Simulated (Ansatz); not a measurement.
TiTe2, DFT, PBE, all-electron LAPW, scalar-relativistic (Ansatz 0.2.0), run on 1 thread of Arm Neoverse V1 on a shared host.

The structure comes from a relaxation in the same program, started in the fluorite type, and has space group Fm-3m. Whether it is a known phase or the ground state wasn't checked.

Command: `ansatz run input.yaml --threads 1 --pin off --max-ram 3072MiB --backend cpu --events-out ev --progress --plain --runs-dir out`

```yaml
crystal:
  lattice:
    - [0.0, 3.4420608922, 3.4420608922]
    - [3.4420608922, 0.0, 3.4420608922]
    - [3.4420608922, 3.4420608922, 0.0]
  atoms:
    - { symbol: Ti, position: [0.0, 0.0, 0.0] }
    - { symbol: Te, position: [0.25, 0.25, 0.25] }
    - { symbol: Te, position: [0.75, 0.75, 0.75] }
kpoints:
  mp_grid: { grid: [10, 10, 10] }
  band_path:
    path:
      - [0.0, 0.0, 0.0]
      - [0.5, 0.0, 0.5]
      - [0.625, 0.25, 0.625]
      - [0.375, 0.375, 0.75]
      - [0.0, 0.0, 0.0]
      - [0.5, 0.5, 0.5]
      - [0.5, 0.25, 0.75]
      - [0.5, 0.0, 0.5]
    npoints: 14
scf:
  occupations: { method: fermi_dirac, width: 0.03 }
hamiltonian:
  xc: pbe
  pseudopotentials: { kind: all_electron, lapw: { basis_error: 0.001 } }
output:
  forces: true
  stress: true
  eigenvalues: true
  populations: true
  dos: { projected: true, de: 0.2, e_range: [-14, 8] }
```

(1) How large is the problem that the program sets up?

(2) Estimate the wall time and the peak memory.

(3) And the same cell and mesh by PAW (frozen-core files), asked for forces, stress, eigenvalues, efg, populations, bader, dos, write_density, write_potential, elf and the same band path, on the same hardware?

(4) And the same cell and mesh by all-electron PAW (datasets made for this crystal), asked for forces, stress, eigenvalues, efg and the same band path, on the same hardware?

Answers

(1) 47 irreducible k-points, 537 plane waves at Γ, 36 bands.

(2) 43 s of wall time for 9 SCF iterations, with a peak of 0.43 GiB. Times on shared machines scatter by tens of per cent.

(3) 27 s, peak memory 0.47 GiB.

(4) 25 s, peak memory 0.56 GiB.
